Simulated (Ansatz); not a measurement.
# W: the cost of one run

Method: DFT, scalar-relativistic, functionals as named in each step, in Ansatz 0.2.0.

**1. The structure to begin with**

The structure is cubic, space group Fm-3m (No. 225). The conventional cell has a = 4.060 Å, b = 4.060 Å, c = 4.060 Å, α = 90.00°, β = 90.00°, γ = 90.00°. Around W (site symmetry m-3m) lie 12 W at 2.87 Å.

Coordinates:

```
W
1.0
     0.00000    2.03000    2.03000
     2.03000    0.00000    2.03000
     2.03000    2.03000    0.00000
W
1
Cartesian
  0.0000 0.0000 0.0000
```

**2. LDA, LAPW**

input.yaml reads:

```yaml
crystal:
  lattice:
    - [0.0, 2.03, 2.03]
    - [2.03, 0.0, 2.03]
    - [2.03, 2.03, 0.0]
  atoms:
    - { symbol: W, position: [0.0, 0.0, 0.0] }
kpoints:
  mp_grid: { grid: [14, 14, 14] }
  band_path:
    path:
      - [0.0, 0.0, 0.0]
      - [0.5, 0.0, 0.5]
      - [0.625, 0.25, 0.625]
      - [0.375, 0.375, 0.75]
      - [0.0, 0.0, 0.0]
      - [0.5, 0.5, 0.5]
      - [0.5, 0.25, 0.75]
      - [0.5, 0.0, 0.5]
    npoints: 5
scf:
  occupations: { method: fermi_dirac, width: 0.05 }
hamiltonian:
  xc: lda
  pseudopotentials: { kind: all_electron, lapw: { basis_error: 0.00025 } }
output:
  forces: true
  stress: true
  eigenvalues: true
```

Started as:

```bash
$ ansatz run input.yaml --threads 1 --pin off --max-ram 2048MiB --backend cpu --events-out ev --progress --plain --runs-dir out
```

What time and memory should one allow on 1 thread of Arm Neoverse V1, shared host?

About 22 s, with a peak of 0.36 GiB.
